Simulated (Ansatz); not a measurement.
## (110) slab of zincblende MgTe, 25.0 Å thick as cut, bare faces

Ansatz, PAW, plane waves, no spin–orbit coupling unless named; atoms relaxed with PBEsol, the curve by HSE06. The curve holds the local part of the PAW potentials, so its shape inside matter depends on the files.

```xyz
24
Lattice="3.2194 -3.2194 0.0000 0.0000 0.0000 6.4388 -26.8991 -26.8991 0.0000" Properties=species:S:1:pos:R:3 pbc="T T T"
Mg  -17.4965  -17.5029    0.0568
Mg  -11.0374  -11.0428    0.0348
Mg   -4.9805   -4.9947    6.0184
Mg  -20.7774  -20.7905    0.0837
Mg  -14.2585  -14.2653    0.0370
Mg   -7.8328   -7.8417    0.0501
Mg  -20.2912  -23.5265    2.8059
Mg  -14.2441  -17.4683    3.2576
Mg   -7.7833  -11.0091    3.2710
Mg  -17.4435  -20.6742    3.2752
Mg  -11.0226  -14.2456    3.2552
Mg   -4.4966   -7.7280    3.2971
Te  -22.4387  -22.4544    1.5195
Te  -15.8720  -15.8770    1.6469
Te   -9.4344   -9.4406    1.6602
Te  -19.1160  -19.1272    1.6501
Te  -12.6474  -12.6511    1.6446
Te   -6.2275   -6.2394    1.6818
Te  -19.0463  -22.2784    4.9075
Te  -12.6333  -15.8591    4.8649
Te   -6.1603   -9.3886    4.8638
Te  -15.8453  -19.0713    4.8846
Te   -9.4085  -12.6331    4.8632
Te   -2.8327   -6.0663    4.7322
```

Planar mean of the electrostatic potential energy along the normal, from the vacuum level:

```json
{"z (Å)": "0.00", "v (eV)": "0.00"}
{"z (Å)": "0.30", "v (eV)": "0.00"}
{"z (Å)": "0.74", "v (eV)": "0.00"}
{"z (Å)": "1.04", "v (eV)": "0.00"}
{"z (Å)": "1.34", "v (eV)": "0.00"}
{"z (Å)": "1.63", "v (eV)": "0.00"}
{"z (Å)": "2.08", "v (eV)": "0.00"}
{"z (Å)": "2.38", "v (eV)": "0.00"}
{"z (Å)": "2.67", "v (eV)": "0.00"}
{"z (Å)": "2.97", "v (eV)": "0.00"}
{"z (Å)": "3.42", "v (eV)": "-0.01"}
{"z (Å)": "3.71", "v (eV)": "-0.02"}
{"z (Å)": "4.01", "v (eV)": "-0.05"}
{"z (Å)": "4.31", "v (eV)": "-0.11"}
{"z (Å)": "4.76", "v (eV)": "-0.39"}
{"z (Å)": "5.05", "v (eV)": "-0.88"}
{"z (Å)": "5.35", "v (eV)": "-2.06"}
{"z (Å)": "5.65", "v (eV)": "-3.39"}
{"z (Å)": "6.09", "v (eV)": "-3.14"}
{"z (Å)": "6.39", "v (eV)": "-3.76"}
{"z (Å)": "6.69", "v (eV)": "-6.35"}
{"z (Å)": "6.98", "v (eV)": "-7.98"}
{"z (Å)": "7.43", "v (eV)": "-5.71"}
{"z (Å)": "7.73", "v (eV)": "-4.89"}
{"z (Å)": "8.02", "v (eV)": "-6.20"}
{"z (Å)": "8.32", "v (eV)": "-7.65"}
{"z (Å)": "8.77", "v (eV)": "-6.88"}
{"z (Å)": "9.06", "v (eV)": "-5.91"}
{"z (Å)": "9.36", "v (eV)": "-5.39"}
{"z (Å)": "9.66", "v (eV)": "-4.39"}
{"z (Å)": "10.10", "v (eV)": "-4.24"}
{"z (Å)": "10.40", "v (eV)": "-5.43"}
{"z (Å)": "10.70", "v (eV)": "-6.11"}
{"z (Å)": "11.00", "v (eV)": "-6.66"}
{"z (Å)": "11.44", "v (eV)": "-6.84"}
{"z (Å)": "11.74", "v (eV)": "-5.44"}
{"z (Å)": "12.04", "v (eV)": "-3.85"}
{"z (Å)": "12.33", "v (eV)": "-3.93"}
{"z (Å)": "12.78", "v (eV)": "-6.27"}
{"z (Å)": "13.08", "v (eV)": "-6.97"}
{"z (Å)": "13.37", "v (eV)": "-6.72"}
{"z (Å)": "13.82", "v (eV)": "-5.96"}
{"z (Å)": "14.12", "v (eV)": "-4.88"}
{"z (Å)": "14.41", "v (eV)": "-3.71"}
{"z (Å)": "14.71", "v (eV)": "-4.42"}
{"z (Å)": "15.16", "v (eV)": "-6.22"}
{"z (Å)": "15.45", "v (eV)": "-6.66"}
{"z (Å)": "15.75", "v (eV)": "-6.83"}
{"z (Å)": "16.05", "v (eV)": "-6.44"}
{"z (Å)": "16.49", "v (eV)": "-4.34"}
{"z (Å)": "16.79", "v (eV)": "-3.67"}
{"z (Å)": "17.09", "v (eV)": "-4.91"}
{"z (Å)": "17.39", "v (eV)": "-6.29"}
{"z (Å)": "17.83", "v (eV)": "-6.80"}
{"z (Å)": "18.13", "v (eV)": "-6.60"}
{"z (Å)": "18.43", "v (eV)": "-5.94"}
{"z (Å)": "18.72", "v (eV)": "-4.63"}
{"z (Å)": "19.17", "v (eV)": "-3.97"}
{"z (Å)": "19.47", "v (eV)": "-5.37"}
{"z (Å)": "19.76", "v (eV)": "-6.36"}
{"z (Å)": "20.06", "v (eV)": "-6.72"}
{"z (Å)": "20.51", "v (eV)": "-6.67"}
{"z (Å)": "20.80", "v (eV)": "-5.66"}
{"z (Å)": "21.10", "v (eV)": "-4.12"}
{"z (Å)": "21.40", "v (eV)": "-3.77"}
{"z (Å)": "21.84", "v (eV)": "-5.90"}
{"z (Å)": "22.14", "v (eV)": "-6.76"}
{"z (Å)": "22.44", "v (eV)": "-6.77"}
{"z (Å)": "22.74", "v (eV)": "-6.51"}
{"z (Å)": "23.18", "v (eV)": "-5.12"}
{"z (Å)": "23.48", "v (eV)": "-3.80"}
{"z (Å)": "23.78", "v (eV)": "-4.20"}
{"z (Å)": "24.07", "v (eV)": "-5.51"}
{"z (Å)": "24.52", "v (eV)": "-6.53"}
{"z (Å)": "24.82", "v (eV)": "-6.91"}
{"z (Å)": "25.11", "v (eV)": "-6.76"}
{"z (Å)": "25.56", "v (eV)": "-4.63"}
{"z (Å)": "25.86", "v (eV)": "-3.61"}
{"z (Å)": "26.15", "v (eV)": "-4.57"}
{"z (Å)": "26.45", "v (eV)": "-6.28"}
{"z (Å)": "26.90", "v (eV)": "-6.93"}
{"z (Å)": "27.19", "v (eV)": "-6.37"}
{"z (Å)": "27.49", "v (eV)": "-5.80"}
{"z (Å)": "27.79", "v (eV)": "-4.87"}
{"z (Å)": "28.23", "v (eV)": "-3.84"}
{"z (Å)": "28.53", "v (eV)": "-5.00"}
{"z (Å)": "28.83", "v (eV)": "-5.64"}
{"z (Å)": "29.13", "v (eV)": "-6.33"}
{"z (Å)": "29.57", "v (eV)": "-7.79"}
{"z (Å)": "29.87", "v (eV)": "-7.04"}
{"z (Å)": "30.17", "v (eV)": "-5.33"}
{"z (Å)": "30.46", "v (eV)": "-5.06"}
{"z (Å)": "30.91", "v (eV)": "-7.64"}
{"z (Å)": "31.21", "v (eV)": "-7.49"}
{"z (Å)": "31.50", "v (eV)": "-4.89"}
{"z (Å)": "31.80", "v (eV)": "-3.17"}
{"z (Å)": "32.25", "v (eV)": "-3.54"}
{"z (Å)": "32.54", "v (eV)": "-2.83"}
{"z (Å)": "32.84", "v (eV)": "-1.32"}
{"z (Å)": "33.14", "v (eV)": "-0.58"}
{"z (Å)": "33.58", "v (eV)": "-0.17"}
{"z (Å)": "33.88", "v (eV)": "-0.07"}
{"z (Å)": "34.18", "v (eV)": "-0.03"}
{"z (Å)": "34.47", "v (eV)": "-0.01"}
{"z (Å)": "34.92", "v (eV)": "0.00"}
{"z (Å)": "35.22", "v (eV)": "0.00"}
{"z (Å)": "35.51", "v (eV)": "0.00"}
{"z (Å)": "35.81", "v (eV)": "0.00"}
{"z (Å)": "36.26", "v (eV)": "0.00"}
{"z (Å)": "36.56", "v (eV)": "0.00"}
{"z (Å)": "36.85", "v (eV)": "0.00"}
{"z (Å)": "37.15", "v (eV)": "0.00"}
{"z (Å)": "37.60", "v (eV)": "0.00"}
{"z (Å)": "37.89", "v (eV)": "0.00"}
```

Q: How far below the vacuum level do the top filled and the lowest empty level lie, by each functional?

A: PBEsol: 5.85 and 3.45 eV (gap 2.41 eV, a 6×4×1 mesh); HSE06: 6.40 and 3.06 eV (gap 3.34 eV, a 4×3×1 mesh). Either level can be a surface state and not a band edge of the crystal.
